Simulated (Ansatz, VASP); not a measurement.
**Sb in VASP and in Ansatz**

The input INCAR:

```
ALGO     = Normal         # electronic algorithm
EDIFF    = 1E-7           # SCF threshold, eV
ENCUT    = 520            # plane-wave cutoff, eV
GGA      = PE             # functional
ISIF     = 2              # what is computed and relaxed
ISMEAR   = 0              # smearing method
LASPH    = T              # aspherical terms in the spheres
LCHARG   = F              # write CHGCAR
LREAL    = F              # projectors in reciprocal space
LWAVE    = F              # write WAVECAR
NBANDS   = 12             # bands
NELM     = 80             # most SCF steps
PREC     = Accurate       # precision mode
SIGMA    = 0.1            # smearing width, eV
```

Contents of KPOINTS:

```
k-points
0
Gamma
  6 6 4
```

The input POSCAR:

```
Sb
1.0
    3.1451585000      0.0000000000      0.0000000000
    0.0000000000      3.1451585000      0.0000000000
    0.0000000000      0.0000000000      5.9194270400
Sb
2
Direct
    0.0000000000      0.0000000000      0.7029731300
    0.0000000000      0.0000000000      0.2970268700
```

Input for Ansatz:

```yaml
crystal:
  lattice:
    - [3.1451585, 0.0, 0.0]
    - [0.0, 3.1451585, 0.0]
    - [0.0, 0.0, 5.91942704]
  atoms:
    - { symbol: Sb, position: [0.0, 0.0, 0.70297313] }
    - { symbol: Sb, position: [0.0, 0.0, 0.29702687] }
basis:
  ecutwfc: 420
kpoints:
  mp_grid: { grid: [6, 6, 4] }
hamiltonian:
  xc: pbe
scf:
  occupations: { method: gaussian, width: 0.1 }
  lower_state_search: "off"
output:
  forces: true
  stress: true
  eigenvalues: true
```

Alike in both runs: task single point; functional PBE; k mesh 6 × 6 × 4; occupations gaussian, width 0.1 eV; no spin polarisation.

```csv
,VASP,Ansatz
version,VASP 6.6.1,Ansatz 0.2.0
potentials or method,"VASP PAW PBE potentials, release 64 (Sb)","scalar-relativistic, plane waves, PAW"
plane-wave cutoff (eV),520,420
valence electrons in the cell,10,30
```

|  | VASP | Ansatz | Ansatz less VASP |
| --- | --- | --- | --- |
| gap on the k mesh at the Fermi level (eV) | none | none | - |
| pressure (GPa) | 14.9 | 14.5 | -0.43 |
| largest component of the traceless stress (GPa) | 29.16 | 28.34 | -0.821 |
| rms of the force components (eV/Å) | 3.748 | 3.626 | -0.1220 |

Atom by atom the forces differ by 0.122 eV/Å (rms over components). A gap of «none» marks a metal or a gap that the smearing closes. The two sets of potentials don't hold the same shells in valence.

Caveats: forces of over 1 eV/Å show positions far from the minimum, so gaps and moduli don't describe the material at rest. Spin-orbit coupling is left out, which matters for the levels of Sb.
